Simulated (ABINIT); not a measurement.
Runs of ABINIT 10.8.3 (patched build) on SnSe. The structure is cubic, space group Fm-3m (No. 225). The conventional cell has a = 6.020 Å, b = 6.020 Å, c = 6.020 Å, α = 90.00°, β = 90.00°, γ = 90.00°. Sn (site symmetry m-3m) has 6 Se at 3.01 Å as nearest neighbours. Se (site symmetry m-3m) has 6 Sn at 3.01 Å as nearest neighbours. Measurements of this composition are mostly on another form, of space group No. 62.

| task | cell | k mesh | cutoff (eV) | smearing | cell freedom (optcell) | optimiser (ionmov) | cutoff smearing ecutsm (Ha) | force stop (Ha/bohr) | bands in the sums | mesh quality | gap on the mesh (eV) | pressure (GPa) |
| --- | --- | --- | --- | --- | --- | --- | --- | --- | --- | --- | --- | --- |
| single point | as given | 6 × 6 × 6 | 1088 | fermi-dirac 0.05 eV | - | - | - | - | - | not flagged | 0.60 | (a) |
| relaxation of cell and atoms | relaxed | 6 × 6 × 6 | 1170 | fermi-dirac 0.05 eV | 2 | 2 | 0.5 | 2e-05 | - | not flagged | 0.91 | 0.0 |
| one-shot levels of the hybrid B3LYP | as given | 6 × 6 × 6 | 1088 | fixed | - | - | - | - | 23 | not flagged | 0.60 | - |
| one-shot levels of the hybrid HSE03 | as given | 6 × 6 × 6 | 1088 | fixed | - | - | - | - | 23 | not flagged | 0.60 | - |

Alike in all rows: level LDA; potentials or basis PseudoDojo NC SR LDA v0.4.1 standard; no spin polarisation.

Problem. Estimate the missing entries.

Solution. (a) -3.8.

Caveats: spin-orbit coupling is left out, which moves the levels of the heavy elements; Libxc's HSE differs a little from that of other programs (some runs); this build's HSE levels may be imprecise (some runs).

A k mesh can miss the band edges, and the runs leave out spin-orbit coupling on Se, Sn.

Not every run made on this cell is shown here.
